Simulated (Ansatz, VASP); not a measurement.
This is a calculation of MgS (Niningerite) for Ansatz 0.2.0.

The input input.yaml:

```yaml
crystal:
  lattice:
    - [0.0, 2.60165, 2.60165]
    - [2.60165, 0.0, 2.60165]
    - [2.60165, 2.60165, 0.0]
  atoms:
    - { symbol: S, position: [0.499231, 0.503653, 0.509622] }
    - { symbol: Mg, position: [0.01475, -0.008204, -0.011666] }
hamiltonian:
  xc: pbesol
  pseudopotentials: { kind: paw }
kpoints:
  mp_grid: { grid: [9, 9, 9] }
scf:
  occupations: { method: fermi_dirac, width: 0.05 }
output:
  forces: true
  stress: true
  eigenvalues: true
```

Potentials or basis: Ansatz PAW.

Run with:

```bash
$ ansatz run input.yaml --threads 1 --pin off --max-ram 3584MiB --backend cpu --events-out ev --progress --plain --runs-dir out
```

Problem. Translate it to VASP 6.6.1. Potentials there: VASP PAW PBE potentials, release 64 (S, Mg).

Solution. As run (the cutoff follows the program's own potentials):

The input INCAR:

```
SYSTEM = MgS
ALGO = Normal ; EDIFF = 1E-7
ENCUT = 520 ; GGA = PS
ISIF = 2 ; ISMEAR = -1
LASPH = .TRUE. ; LCHARG = .FALSE.
LREAL = .FALSE. ; LWAVE = .FALSE.
NBANDS = 11 ; NELM = 80
PREC = Accurate ; SIGMA = 0.05
```

Contents of KPOINTS:

```
k-points
0
G
  9 9 9
  0 0 0
```

Contents of POSCAR:

```
MgS
1.0
    0.0000000000      2.6016500000      2.6016500000
    2.6016500000      0.0000000000      2.6016500000
    2.6016500000      2.6016500000      0.0000000000
S Mg
1 1
Direct
    0.4992310000      0.5036530000      0.5096220000
    0.0147500000     -0.0082040000     -0.0116660000
```

Potentials or basis: VASP PAW PBE potentials, release 64 (S, Mg).

Launch:

```console
$ cat potpaw_PBE.64/S/POTCAR potpaw_PBE.64/Mg/POTCAR > POTCAR
$ mpirun -np 1 vasp_std > vasp.out
```

Both were run:

|  | VASP | Ansatz | Ansatz less VASP |
| --- | --- | --- | --- |
| gap on the k mesh at the Fermi level (eV) | 2.84 | 2.83 | -0.002 |
| least direct gap on the mesh (eV) | 3.59 | 3.59 | +0.001 |
| pressure (GPa) | -0.9 | -0.7 | +0.20 |
| largest component of the traceless stress (GPa) | 0.60 | 0.60 | -0.001 |
| rms of the force components (eV/Å) | 0.148 | 0.148 | -0.0002 |

Atom by atom the forces differ by 0.000 eV/Å (rms over components). The functional is the same, so the differences come from potentials, cutoffs and numerics. The two sets of potentials don't hold the same shells in valence.

Caveats: the PAW data sets were made with another functional, which shifts forces and pressure a little (VASP); an odd mesh through Γ misses points on the zone boundary, where band edges often lie (VASP); odd divisions of the mesh miss points on the zone boundary, where band edges often lie, so the gap on the mesh can be too wide (Ansatz); the PAW data sets come from PBE, with cores solved anew for the run's functional, which leaves a small shift of forces and pressure (Ansatz).
